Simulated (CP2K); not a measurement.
Runs of CP2K 2026.2 on MoS2. The structure is hexagonal, space group P6_3/mmc (No. 194). Conventional cell: a = 3.169 Å, b = 3.169 Å, c = 12.324 Å, α = 90.00°, β = 90.00°, γ = 120.00°. Around Mo (site symmetry -6m2) lie 6 S at 2.41 Å. Around S (site symmetry 3m) lie 3 Mo at 2.41 Å. 

```tsv
task	level	potentials or basis	cell	k mesh	smearing	EPS_DEFAULT	k points reduced by the point group	NGRIDS	points a segment of the path (NPOINTS)	bands added on the path	gap on the mesh (eV)	pressure (GPa)	largest force (eV/Å)
band structure	TB-mBJ	POTENTIAL_UZH Mo GTH-PBE-q14, S GTH-PBE-q6; TZVP-MOLOPT-PBE-GTH basis	as given	10 × 10 × 3	fermi-dirac 0.05 eV	1.0E-9	yes	5	10	2	1.70	-	-
band structure	PBE	POTENTIAL_UZH Mo GTH-PBE-q14, S GTH-PBE-q6; TZVP-MOLOPT-PBE-GTH basis	as given	10 × 10 × 3	fermi-dirac 0.1 eV	1.0E-9	yes	4	6	4	-	(a)	0.11
band structure	LDA	GTH_POTENTIALS Mo GTH-PADE-q14, S GTH-PADE-q6; TZVP-MOLOPT-PBE-GTH basis	as given	10 × 10 × 3	fermi-dirac 0.0259 eV	1.0E-10	yes	5	8	6	-	-4.5	0.20
band structure	r2SCAN	POTENTIAL_UZH Mo GTH-SCAN-q14, S GTH-SCAN-q6; TZVP-MOLOPT-SCAN-GTH basis	as given	10 × 10 × 3	fermi-dirac 0.01 eV	1.0E-9	yes	5	6	2	-	2.1	0.05
relaxation of cell and atoms	PBE	POTENTIAL_UZH Mo GTH-PBE-q14, S GTH-PBE-q6; TZVP-MOLOPT-PBE-GTH basis	relaxed	7 × 7 × 2	fermi-dirac 0.1 eV	1.0E-10	-	4	-	-	(b)	0.0	-
```

Alike in all rows: no spin polarisation.

Fill in the values left out.

(a) 3.4; (b) 1.40.

Caveats: the basis of atomic orbitals isn't converged, which shifts pressures, moduli and gaps; this functional lacks dispersion, which binds the layers, so the pressure and a relaxed spacing across them are unreliable (some runs); this is a model potential without an energy functional, so only levels have meaning (some runs); the potentials were made for another functional, which shifts forces and pressure (some runs); the mesh misses the band edges, which the band path finds closer together (some runs); the printed path begins after the first move (some runs); an odd mesh through Γ misses points on the zone boundary, where band edges often lie (some runs).

A k mesh can miss the band edges, and the runs leave out spin-orbit coupling on Mo.

Not every run made on this cell is shown here.
